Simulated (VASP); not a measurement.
# MgS (P6_3mc) in VASP: a series of runs, part 2 of 2

VASP 6.6.1.

### Step 3. Band structure, HSE03

The input, POSCAR:

```
MgS
1.0
    4.0346224068      0.0000000000      0.0000000000
   -2.0173112034      3.4940854990      0.0000000000
    0.0000000000      0.0000000000      6.4322941800
S Mg
2 2
Direct
    0.6666666667      0.3333333333      0.8792441500
    0.3333333333      0.6666666667      0.3792441500
    0.3333333333      0.6666666667      0.9957548500
    0.6666666667      0.3333333333      0.4957548500
```

The input, INCAR.step1:

```
PREC     = Accurate       # precision mode
ENCUT    = 520            # plane-wave cutoff, eV
EDIFF    = 1E-5           # SCF threshold, eV
ISMEAR   = 0              # smearing method
SIGMA    = 0.02           # smearing width, eV
LREAL    = False          # projectors in reciprocal space
LASPH    = True           # aspherical terms in the spheres
NELM     = 100            # most SCF steps
ALGO     = Normal         # electronic algorithm
ISIF     = 2              # what is computed and relaxed
LWAVE    = True           # write WAVECAR
LCHARG   = False          # write CHGCAR
GGA      = PE             # functional
KPAR     = 4
```

The input, INCAR.step2:

```
PREC     = Accurate       # precision mode
ENCUT    = 520            # plane-wave cutoff, eV
EDIFF    = 1E-6           # SCF threshold, eV
ISMEAR   = 0              # smearing method
SIGMA    = 0.02           # smearing width, eV
LREAL    = False          # projectors in reciprocal space
LASPH    = True           # aspherical terms in the spheres
NELM     = 100            # most SCF steps
ALGO     = Normal         # electronic algorithm
ISIF     = 2              # what is computed and relaxed
LWAVE    = False          # write WAVECAR
LCHARG   = False          # write CHGCAR
GGA      = PE             # functional
LHFCALC  = True           # exact exchange
HFSCREEN = 0.3            # screening, 1/A
PRECFOCK = Fast         
ISTART   = 1            
KPAR     = 4
```

The input, KPOINTS:

```
Automatic mesh
0
Gamma
  6 6 4
```

The input, KPOINTS_OPT:

```
path GMKGALHA,LM,KH
12
line-mode
reciprocal
 0.0000000000  0.0000000000  0.0000000000  G
 0.5000000000  0.0000000000  0.0000000000  M

 0.5000000000  0.0000000000  0.0000000000  M
 0.3333333333  0.3333333333  0.0000000000  K

 0.3333333333  0.3333333333  0.0000000000  K
 0.0000000000  0.0000000000  0.0000000000  G

 0.0000000000  0.0000000000  0.0000000000  G
 0.0000000000  0.0000000000  0.5000000000  A

 0.0000000000  0.0000000000  0.5000000000  A
 0.5000000000  0.0000000000  0.5000000000  L

 0.5000000000  0.0000000000  0.5000000000  L
 0.3333333333  0.3333333333  0.5000000000  H

 0.3333333333  0.3333333333  0.5000000000  H
 0.0000000000  0.0000000000  0.5000000000  A

 0.5000000000  0.0000000000  0.5000000000  L
 0.5000000000  0.0000000000  0.0000000000  M

 0.3333333333  0.3333333333  0.0000000000  K
 0.3333333333  0.3333333333  0.5000000000  H
```

Potentials or basis: VASP PAW PBE potentials, release 64 (S, Mg).

Launch:

```
$ cat potpaw_PBE.64/S/POTCAR potpaw_PBE.64/Mg/POTCAR > POTCAR
$ cp INCAR.step1 INCAR
$ mpirun -np 4 vasp_std > vasp.out
$ cp INCAR.step2 INCAR
$ mpirun -np 4 vasp_std > vasp.out
```

It took 24 min on 4 MPI ranks of Intel Xeon Platinum 8488C (Sapphire Rapids), shared host; peak memory 0.44 GiB.

It converged, with:

```yaml
Free_energy: -19.2999 eV
Pressure: -0.1 GPa
Largest_force: 0.053 eV/Å
Band_gap_on_the_k_mesh: 4.28 eV, direct
Band_gap_along_the_path: 4.28 eV, direct
```

Forces on the atoms (eV/Å):
```
S    0.000  0.000 -0.053
S    0.000  0.000 -0.053
Mg   0.000  0.000  0.053
Mg   0.000  0.000  0.053
```

Stress tensor (GPa, compression positive):
```
 0.02  0.00  0.00
 0.00  0.02  0.00
 0.00  0.00 -0.19
```

Levels at the corners of the path, in eV from the valence-band top:
| point | band 5 | band 6 | band 7 | band 8 | band 9 | band 10 | band 11 | band 12 |
| --- | --- | --- | --- | --- | --- | --- | --- | --- |
| Γ | -0.63 | -0.17 | -0.17 | 0.00 | 4.28 | 5.54 | 8.42 | 8.42 |
| M | -2.01 | -1.34 | -0.98 | -0.51 | 5.53 | 6.03 | 6.69 | 8.42 |
| M | -2.01 | -1.34 | -0.98 | -0.51 | 5.53 | 6.03 | 6.69 | 8.42 |
| K | -2.44 | -1.46 | -1.43 | -1.43 | 5.64 | 7.91 | 8.30 | 8.30 |
| K | -2.44 | -1.46 | -1.43 | -1.43 | 5.64 | 7.91 | 8.30 | 8.30 |
| Γ | -0.63 | -0.17 | -0.17 | 0.00 | 4.28 | 5.54 | 8.42 | 8.43 |
| Γ | -0.63 | -0.17 | -0.17 | 0.00 | 4.28 | 5.54 | 8.42 | 8.42 |
| A | -0.41 | -0.41 | -0.41 | -0.41 | 5.78 | 5.78 | 8.57 | 8.58 |
| A | -0.41 | -0.41 | -0.41 | -0.41 | 5.78 | 5.78 | 8.57 | 8.58 |
| L | -0.97 | -0.97 | -0.86 | -0.86 | 5.46 | 5.46 | 7.18 | 7.18 |
| L | -0.97 | -0.97 | -0.86 | -0.86 | 5.46 | 5.46 | 7.18 | 7.18 |
| H | -2.12 | -2.12 | -0.57 | -0.57 | 6.66 | 6.66 | 7.25 | 7.25 |
| H | -2.12 | -2.12 | -0.57 | -0.57 | 6.66 | 6.66 | 7.25 | 7.25 |
| A | -0.41 | -0.41 | -0.41 | -0.41 | 5.78 | 5.78 | 8.57 | 8.58 |
| L | -0.97 | -0.97 | -0.86 | -0.86 | 5.46 | 5.46 | 7.18 | 7.18 |
| M | -2.01 | -1.34 | -0.98 | -0.51 | 5.53 | 6.03 | 6.69 | 8.42 |
| K | -2.44 | -1.46 | -1.43 | -1.43 | 5.64 | 7.91 | 8.30 | 8.30 |
| H | -2.12 | -2.12 | -0.57 | -0.57 | 6.66 | 6.66 | 7.25 | 7.25 |

Caveat: the PAW data sets were made with another functional, which shifts forces and pressure a little.

### Step 4. Band structure, PBE0

POSCAR is that of step 3.

INCAR.step1 is that of step 3.

INCAR.step2: that of step 3 with these lines changed.

```diff
@@ -14,4 +14,5 @@
 LHFCALC  = True           # exact exchange
-HFSCREEN = 0.3            # screening, 1/A
+AEXX     = 0.25           # exact-exchange fraction
 PRECFOCK = Fast         
+HFRCUT   = -1           
 ISTART   = 1
```

KPOINTS is that of step 3.

KPOINTS_OPT is that of step 3.

Launch:

```
$ cat potpaw_PBE.64/S/POTCAR potpaw_PBE.64/Mg/POTCAR > POTCAR
$ cp INCAR.step1 INCAR
$ mpirun -np 4 vasp_std > vasp.out
$ cp INCAR.step2 INCAR
$ mpirun -np 4 vasp_std > vasp.out
```

Run time: 24 min. Hardware: 4 MPI ranks of Intel Xeon Platinum 8488C (Sapphire Rapids), shared host; peak memory 0.35 GiB.

Results (log left out):

```yaml
Free_energy: -20.8291 eV
Pressure: -0.2 GPa
Largest_force: 0.053 eV/Å
Band_gap_on_the_k_mesh: 5.17 eV, direct
Band_gap_along_the_path: 5.17 eV, direct
```

Forces on the atoms (eV/Å):
```
S    0.000  0.000 -0.053
S    0.000  0.000 -0.053
Mg   0.000  0.000  0.053
Mg   0.000  0.000  0.053
```

Stress tensor (GPa, compression positive):
```
-0.15  0.00  0.00
 0.00 -0.15  0.00
 0.00  0.00 -0.35
```

Levels at the corners of the path, in eV from the valence-band top:
```
point  band 4  band 5  band 6  band 7  band 8  band 9  band 10  band 11  band 12
    Γ   -0.65   -0.65   -0.18   -0.18    0.00    5.17     6.48     9.41     9.41
    M   -2.69   -2.08   -1.39   -1.02   -0.53    6.47     6.96     7.65     9.41
    M   -2.69   -2.08   -1.39   -1.02   -0.53    6.47     6.96     7.65     9.41
    K   -2.51   -2.51   -1.50   -1.48   -1.48    6.56     8.87     9.29     9.30
    K   -2.51   -2.51   -1.50   -1.48   -1.48    6.56     8.87     9.29     9.29
    Γ   -0.65   -0.65   -0.18   -0.18    0.00    5.17     6.48     9.41     9.42
    Γ   -0.65   -0.65   -0.18   -0.18    0.00    5.17     6.48     9.41     9.41
    A   -2.08   -0.42   -0.42   -0.42   -0.42    6.72     6.72     9.56     9.56
    A   -2.08   -0.42   -0.42   -0.42   -0.42    6.72     6.72     9.56     9.56
    L   -3.43   -1.00   -1.00   -0.89   -0.89    6.38     6.38     8.15     8.15
    L   -3.43   -1.00   -1.00   -0.89   -0.89    6.38     6.38     8.15     8.15
    H   -3.08   -2.20   -2.20   -0.59   -0.59    7.62     7.62     8.20     8.20
    H   -3.08   -2.20   -2.20   -0.59   -0.59    7.62     7.62     8.20     8.20
    A   -2.08   -0.42   -0.42   -0.42   -0.42    6.72     6.72     9.56     9.56
    L   -3.43   -1.00   -1.00   -0.89   -0.89    6.38     6.38     8.15     8.15
    M   -2.69   -2.08   -1.39   -1.02   -0.53    6.47     6.96     7.65     9.41
    K   -2.51   -2.51   -1.50   -1.48   -1.48    6.56     8.87     9.29     9.29
    H   -3.08   -2.20   -2.20   -0.59   -0.59    7.62     7.62     8.20     8.20
```

Caveat: the PAW data sets were made with another functional, which shifts forces and pressure a little.

### Step 5. The runs side by side

```tsv
level	screening parameter	exchange at q = 0	gap on the mesh (eV)	pressure (GPa)	largest force (eV/Å)
HSE06	0.2 1/A	-	4.50	-0.2	0.05
HSE03	-	-	4.28	-0.1	0.05
PBE0	-	truncated	5.17	-0.2	0.05
```

Alike in all rows: task band structure; potentials or basis VASP PAW PBE potentials, release 64 (S, Mg); no spin polarisation; cell as given; k mesh 6 × 6 × 4; cutoff (eV) 520; smearing gaussian 0.02 eV.

On the cell as given the gap runs from 4.28 eV (HSE03) to 5.17 eV (PBE0).

Caveats: the PAW data sets were made with another functional, which shifts forces and pressure a little.

Total energies depend on the potentials used, so only differences within one code and one set of settings carry meaning.
